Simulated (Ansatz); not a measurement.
C: changing the functional

Space group Fd-3m:1 (No. 227). a = 3.567 Å, b = 3.567 Å, c = 3.567 Å, α = 90.00°, β = 90.00°, γ = 90.00°
```json
{"atom": "C", "site": "8a", "symmetry": "-43m", "x": "0.2500", "y": "0.2500", "z": "0.2500"}
```

Kept alike: task single point; k mesh 10 × 10 × 10; occupations fermi-dirac, width 0.05 eV; no spin polarisation. Program: Ansatz, PAW datasets made for the crystal. Cutoffs run from 540 to 600 eV. The mesh is that of the run's cell of 2 atoms. No spin-orbit coupling.

| run | band gap (eV) | pressure (GPa) |
| --- | --- | --- |
| A | 4.178 | 1.75 |
| B | 5.317 | -8.15 |
| C | 4.041 | -4.78 |
| D | 6.065 | -8.29 |

Pressure is positive in compression, with a Pulay correction for the finite cutoff. A gap read on the mesh alone can miss an edge between its points.

Problem. The runs differ in the functional (and the cutoff that goes with it) alone: HSE06; PBE; PBE0; PBEsol. Which run is which?

Solution. Run A is PBE; run B is HSE06; run C is PBEsol; run D is PBE0. The band gap runs from 4.041 (PBEsol) to 6.065 eV (PBE0). From PBE: HSE06 +1.139; PBE0 +1.887; PBEsol -0.137. Measured: 5.5 eV (arxiv:1902.02958); nearest HSE06, 0.183 eV off. The runs are for a static lattice. The pressure runs from -8.29 (PBE0) to 1.75 GPa (PBE). From PBE: HSE06 -9.90; PBE0 -10.04; PBEsol -6.53. A positive pressure means that the functional's own cell is larger than the one given, a negative one that it is smaller.
